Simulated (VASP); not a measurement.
# BeTe (F-43m) in VASP: further runs

The runs below take BeTe through Born charges and dielectric tensor, phonons, elastic constants, with PBE, PBEsol.

Everything below comes from runs of VASP 6.6.1. Logs are shortened: lines on timing, memory, paths and dates and some standing lists are left out, and cuts for length are marked.

## 1. The structure

Symmetry: F-43m, No. 216, cubic system. The conventional cell has a = 5.540 Å, b = 5.540 Å, c = 5.540 Å, α = 90.00°, β = 90.00°, γ = 90.00°. Around Te (site symmetry -43m) lie 4 Be at 2.40 Å. Be (site symmetry -43m) is surrounded by 4 Te at 2.40 Å.

## 2. Born charges and dielectric tensor, PBE

Contents of INCAR:

```
SYSTEM = BeTe
ALGO     = Fast           ! electronic algorithm
EDIFF    = 1E-8           ! SCF threshold, eV
ENCUT    = 520            ! plane-wave cutoff, eV
GGA      = PE             ! functional
IBRION   = 8              ! ionic algorithm
ISIF     = 2              ! what is computed and relaxed
ISMEAR   = -1             ! smearing method
LASPH    = .TRUE.         ! aspherical terms in the spheres
LCHARG   = .FALSE.        ! write CHGCAR
LEPSILON = .TRUE.         ! dielectric tensor by DFPT
LREAL    = .FALSE.        ! projectors in reciprocal space
LWAVE    = .FALSE.        ! write WAVECAR
NELM     = 80             ! most SCF steps
PREC     = Accurate       ! precision mode
SIGMA    = 0.05           ! smearing width, eV
```

Contents of KPOINTS:

```
k-points
0
G
  8 8 8
  0 0 0
```

Contents of POSCAR:

```
BeTe
1.0
    0.0000000000      2.7700000000      2.7700000000
    2.7700000000      0.0000000000      2.7700000000
    2.7700000000      2.7700000000      0.0000000000
Te Be
1 1
Direct
    0.7500000000      0.7500000000      0.7500000000
    0.0000000000      0.0000000000      0.0000000000
```

Potentials or basis: VASP PAW PBE potentials, release 64 (Te, Be).

The run is started by

```
$ cat potpaw_PBE.64/Te/POTCAR potpaw_PBE.64/Be/POTCAR > POTCAR
$ mpirun -np 1 vasp_std > vasp.out
```

OUTCAR:

```text
SYSTEM = BeTe
   EDIFF = 1E-8
   ENCUT = 520
   GGA = PE
   IBRION = 8
   ISIF = 2
   ISMEAR = -1
   LASPH = .TRUE.
   LEPSILON = .TRUE.
   LREAL = .FALSE.
   NELM = 80
   PREC = Accurate

 ion  position               nearest neighbor table
   1  0.750  0.750  0.750-   2 2.40   2 2.40   2 2.40   2 2.40
   2  0.000  0.000  0.000-   1 2.40   1 2.40   1 2.40   1 2.40

  LATTYP: Found a face centered cubic cell.
 ALAT       =     5.5400000000

  Lattice vectors:

 A1 = (   0.0000000000,   2.7700000000,   2.7700000000)
 A2 = (   2.7700000000,   0.0000000000,   2.7700000000)
 A3 = (   2.7700000000,   2.7700000000,   0.0000000000)

Analysis of symmetry for initial positions (statically):
=====================================================================
 Subroutine PRICEL returns:
 Original cell was already a primitive cell.

 Routine SETGRP: Setting up the symmetry group for a
 face centered cubic supercell.

 Subroutine GETGRP returns: Found 24 space group operations
 (whereof 24 operations were pure point group operations)
 out of a pool of 48 trial point group operations.

The static configuration has the point symmetry T_d .

Analysis of symmetry for dynamics (positions and initial velocities):
=====================================================================
 Subroutine PRICEL returns:
 Original cell was already a primitive cell.

 Routine SETGRP: Setting up the symmetry group for a
 face centered cubic supercell.

 Subroutine GETGRP returns: Found 24 space group operations
 (whereof 24 operations were pure point group operations)
 out of a pool of 48 trial point group operations.

The dynamic configuration has the point symmetry T_d .

 Subroutine INISYM returns: Found 24 space group operations
 (whereof 24 operations are pure point group operations),
 and found     1 'primitive' translations

----------------------------------------------------------------------------------------

                                     Primitive cell

  volume of cell :      42.5079

  direct lattice vectors                    reciprocal lattice vectors
     0.000000000  2.770000000  2.770000000    -0.180505415  0.180505415  0.180505415
     2.770000000  0.000000000  2.770000000     0.180505415 -0.180505415  0.180505415
     2.770000000  2.770000000  0.000000000     0.180505415  0.180505415 -0.180505415

  length of vectors
     3.917371568  3.917371568  3.917371568     0.312644550  0.312644550  0.312644550

  position of ions in fractional coordinates (direct lattice)
     0.750000000  0.750000000  0.750000000
     0.000000000  0.000000000  0.000000000

  ion indices of the primitive-cell ions
   primitive index   ion index
                 1           1
                 2           2

----------------------------------------------------------------------------------------

 KPOINTS: k-points

Automatic generation of k-mesh.
 Grid dimensions read from file:
 generate k-points for:    8    8    8

 Generating k-lattice:

  Cartesian coordinates                     Fractional coordinates (reciprocal lattice)
    -0.022563177  0.022563177  0.022563177     0.125000000  0.000000000  0.000000000
     0.022563177 -0.022563177  0.022563177     0.000000000  0.125000000  0.000000000
     0.022563177  0.022563177 -0.022563177     0.000000000  0.000000000  0.125000000

  Length of vectors
     0.039080569  0.039080569  0.039080569

  Shift w.r.t. Gamma in fractional coordinates (k-lattice)
     0.000000000  0.000000000  0.000000000

 Subroutine IBZKPT returns following result:
[... 382 lines left out ...]
 POSITION                                       TOTAL-FORCE (eV/Angst)
 -----------------------------------------------------------------------------------
      4.15500      4.15500      4.15500         0.000000      0.000000      0.000000
      0.00000      0.00000      0.00000        -0.000000     -0.000000     -0.000000
 -----------------------------------------------------------------------------------
    total drift:                               -0.000000     -0.000000     -0.000000

  FREE ENERGIE OF THE ION-ELECTRON SYSTEM (eV)
  ---------------------------------------------------
  free  energy   TOTEN  =        -7.5847740030 eV

  energy  without entropy=       -7.5847740027  energy(sigma->0) =       -7.58477400

 HEAD OF MICROSCOPIC STATIC DIELECTRIC TENSOR (INDEPENDENT PARTICLE, excluding Hartree and local field effects)
 ------------------------------------------------------
           8.130964    -0.000000    -0.000000
          -0.000000     8.130964     0.000000
          -0.000000     0.000000     8.130964
 ------------------------------------------------------

 Free energy of the ion-electron system (eV)
  ---------------------------------------------------
  ---------------------------------------------------
  free energy    TOTEN  =        -0.86837952 eV

  energy without entropy =       -0.86837952

------------------------ aborting loop because EDIFF is reached ----------------------------------------

--------------------------------------- Ionic step        2  -------------------------------------------

------------------------ aborting loop because EDIFF is reached ----------------------------------------

--------------------------------------- Ionic step        3  -------------------------------------------

------------------------ aborting loop because EDIFF is reached ----------------------------------------

 PIEZOELECTRIC TENSOR FIELD DIRECTION 3  (e Angst)
 -----------------------------------------------------------------------------
    -0.00058  1.19943  0.00000           (  0.00000 -0.08075  0.00000)
     1.19943 -0.00058  0.00000           ( -0.08075  0.00000  0.00000)
     0.00000  0.00000 -0.00060           (  0.00000  0.00000  0.00000)

 PIEZOELECTRIC TENSOR FIELD DIRECTION 3  (C/m^2)
 -----------------------------------------------------------------------------
    -0.00022  0.45208  0.00000
     0.45208 -0.00022  0.00000
     0.00000  0.00000 -0.00023

--------------------------------------- Ionic step        4  -------------------------------------------

------------------------ aborting loop because EDIFF is reached ----------------------------------------

[... ionic steps 5 to 6 ...]

--------------------------------------- Ionic step        7  -------------------------------------------

 Free energy of the ion-electron system (eV)
  ---------------------------------------------------
  ---------------------------------------------------
  free energy    TOTEN  =        -0.00880636 eV

  energy without entropy =       -0.00880636

------------------------ aborting loop because EDIFF is reached ----------------------------------------

 INTERNAL STRAIN TENSOR  FOR ION    2  DIRECTION 1   (eV/Angst):
 -----------------------------------------------------------------------------
     0.00598  0.00000  0.00000
     0.00000 -0.00362 -6.08189
     0.00000 -6.08189 -0.00362

 MACROSCOPIC STATIC DIELECTRIC TENSOR (including local field effects in DFT)
 ------------------------------------------------------
           7.689687    -0.000000     0.000000
          -0.000000     7.689687    -0.000000
           0.000000    -0.000000     7.689687
 ------------------------------------------------------

 PIEZOELECTRIC TENSOR (including local field effects)  for field in x, y, z        (e  Angst)
          XX          YY          ZZ          XY          YZ          ZX
  --------------------------------------------------------------------------------
  x     0.00000    -0.00000    -0.00000     0.00000     1.20388     0.00000
  y     0.00000     0.00000     0.00000     0.00000     0.00000     1.20388
  z    -0.00000     0.00000     0.00000     1.20388     0.00000     0.00000

 PIEZOELECTRIC TENSOR (including local field effects)  for field in x, y, z        (C/m^2)
          XX          YY          ZZ          XY          YZ          ZX
  --------------------------------------------------------------------------------
  x     0.00000    -0.00000    -0.00000     0.00000     0.45376     0.00000
  y     0.00000     0.00000     0.00000     0.00000     0.00000     0.45376
  z    -0.00000     0.00000     0.00000     0.45376     0.00000     0.00000

 BORN EFFECTIVE CHARGES (including local field effects) (in |e|, cummulative output)
 ---------------------------------------------------------------------------------
 ion    1
    1    -1.22149    -0.00000    -0.00000
    2     0.00000    -1.22149     0.00000
    3     0.00000     0.00000    -1.22149
 ion    2
    1     1.22149     0.00000     0.00000
    2     0.00000     1.22149     0.00000
    3    -0.00000    -0.00000     1.22149

 INTERNAL STRAIN TENSOR FOR ION    2 for displacements in x,y,z  (eV/Angst):
          X           Y           Z          XY          YZ          ZX
  --------------------------------------------------------------------------------
  x     0.00000     0.00000     0.00000     0.00000    -6.08189     0.00000
  y     0.00000     0.00000     0.00000     0.00000     0.00000    -6.08189
  z     0.00000     0.00000     0.00000    -6.08189     0.00000     0.00000

 SECOND DERIVATIVES (NOT SYMMETRIZED)
 ------------------------------------
               1X          1Y          1Z          2X          2Y          2Z
  1X    -7.726517    0.000000    0.000000    7.726517    0.000000    0.000000
  1Y     0.000000   -7.726517    0.000000    0.000000    7.726517    0.000000
  1Z     0.000000    0.000000   -7.726517    0.000000    0.000000    7.726517
  2X     7.729915    0.000000    0.000000   -7.729915    0.000000    0.000000
  2Y     0.000000    7.729915    0.000000    0.000000   -7.729915    0.000000
  2Z     0.000000    0.000000    7.729915    0.000000    0.000000   -7.729915

 Eigenvectors and eigenvalues of the dynamical matrix
 ----------------------------------------------------

   1 f  =   14.980206 THz    94.123408 2PiTHz  499.685877 cm-1    61.953125 meV
             X         Y         Z           dx          dy          dz
      4.155000  4.155000  4.155000     0.256803   -0.000000    0.000000
      0.000000  0.000000  0.000000    -0.966464    0.000000    0.000000
[... 21 lines left out ...]
   6 f/i=    0.000817 THz     0.005136 2PiTHz    0.027268 cm-1     0.003381 meV
             X         Y         Z           dx          dy          dz
      4.155000  4.155000  4.155000    -0.045852    0.220923   -0.939757
      0.000000  0.000000  0.000000    -0.012184    0.058702   -0.249706

--------------------------------------------------------------------------------------------------------

 MACROSCOPIC STATIC DIELECTRIC TENSOR IONIC CONTRIBUTION
 ------------------------------------------------------
           0.821861     0.000000     0.000000
           0.000000     0.821861    -0.000000
           0.000000    -0.000000     0.821861
 ------------------------------------------------------

 ELASTIC MODULI CONTR FROM IONIC RELAXATION (kBar)
 Direction    XX          YY          ZZ          XY          YZ          ZX
 --------------------------------------------------------------------------------
 XX          -0.0000     -0.0000      0.0000     -0.0000      0.0000      0.0000
 YY          -0.0000     -0.0000     -0.0000     -0.0000     -0.0000      0.0000
 ZZ           0.0000     -0.0000     -0.0000      0.0000     -0.0000      0.0000
 XY          -0.0000     -0.0000      0.0000   -172.7580      0.0000      0.0000
 YZ           0.0000     -0.0000     -0.0000      0.0000   -172.7580      0.0000
 ZX           0.0000      0.0000      0.0000      0.0000      0.0000   -172.7580
 --------------------------------------------------------------------------------

 PIEZOELECTRIC TENSOR IONIC CONTR  for field in x, y, z        (C/m^2)
          XX          YY          ZZ          XY          YZ          ZX
  --------------------------------------------------------------------------------
  x     0.00000    -0.00000    -0.00000    -0.00000    -0.35456    -0.00000
  y     0.00000     0.00000     0.00000     0.00000     0.00000    -0.35456
  z    -0.00000    -0.00000     0.00000    -0.35456     0.00000     0.00000
```

Wall time 2.3 min (1 thread of Intel Xeon 6975P-C (Granite Rapids), shared host); peak memory 0.25 GiB.

Results:

```
Band gap on the k mesh                                  : 1.85 eV, indirect (least direct gap 3.56 eV)
Electronic dielectric tensor (diagonal)                 : 7.69
Born charges (mean of the diagonal)                     : Te -1.22; Be +1.22 e
Highest phonon frequency at Γ, LO-TO splitting left out : 500 cm⁻¹
```

Phonon frequencies in cm⁻¹ (negative: imaginary):
| q point | frequencies |
| --- | --- |
| (0.000, 0.000, 0.000) | 0 0 0 500 500 500 |

Electronic dielectric tensor:
```
7.69 0.00 0.00
0.00 7.69 0.00
0.00 0.00 7.69
```

Born effective charge tensors (e):
atom 1, Te
```
-1.22  0.00  0.00
 0.00 -1.22  0.00
 0.00  0.00 -1.22
```
atom 2, Be
```
1.22 0.00 0.00
0.00 1.22 0.00
0.00 0.00 1.22
```

Caveat: spin-orbit coupling is left out, which moves the levels of the heavy elements. As with any semilocal functional, this PBE gap is likely too small.

[end of part 1 of 2]
